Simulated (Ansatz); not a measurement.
Runs of Ansatz 0.2.0 on Ti. The structure is cubic, space group Fm-3m (No. 225). The conventional cell has a = 4.060 Å, b = 4.060 Å, c = 4.060 Å, α = 90.00°, β = 90.00°, γ = 90.00°. Ti (site symmetry m-3m) is surrounded by 12 Ti at 2.87 Å. This isn't the form of Ti at room conditions, which is hcp.

```csv
task,level,potentials or basis,spin,cell,k mesh,cutoff (eV),smearing,driver,atoms under strain,other keys,mesh quality,gap on the mesh (eV),pressure (GPa)
elastic constants,PBEsol+D3(BJ),Ansatz PAW,off,as given,9 × 9 × 9,420,fermi-dirac 0.15 eV,chain,clamped,-,not flagged,none,-5.7
single point,SVWN5,Ansatz PAW earlier set,"collinear, program default start",as given,11 × 11 × 11,740,gaussian 0.025 eV,calculator,-,-,not flagged,-,-5.4
elastic constants,PBEsol+D3(BJ),Ansatz PAW,off,as given,9 × 9 × 9,420,fermi-dirac 0.15 eV,-,clamped,-,not flagged,none,-5.7
atomic charges,PBE0,Ansatz PAW earlier set,off,as given,8 × 8 × 8,740,fermi-dirac 0.01 eV,chain,-,basis.ecutrho_ratio = 6,not flagged,none,(a)
density of states,RPBE,SPMS NC,off,cell strained at random at fixed volume,7 × 7 × 7,707,gaussian 0.15 eV,chain,-,-,coarse,none,8.2
```

**Question.** Estimate the missing entries.

**Answer.** (a) 4.1.

Caveats: some runs use coarse meshes; the cell is more than 3 GPa from zero pressure, which shifts response properties (some runs); elastic constants of metals need much finer meshes, so these are rough (some runs); pairwise dispersion overbinds metals, which lowers pressure and volume (some runs); the thresholds are loose for stress (some runs); the PAW data sets come from PBE, with cores solved anew for the run's functional, which leaves a small shift of forces and pressure (some runs); the PAW data sets were made with another functional, which shifts forces and pressure a little (some runs); the potentials were made for another functional, which shifts forces and pressure (some runs).

A gap of «none» marks a metal or a gap under the smearing width.
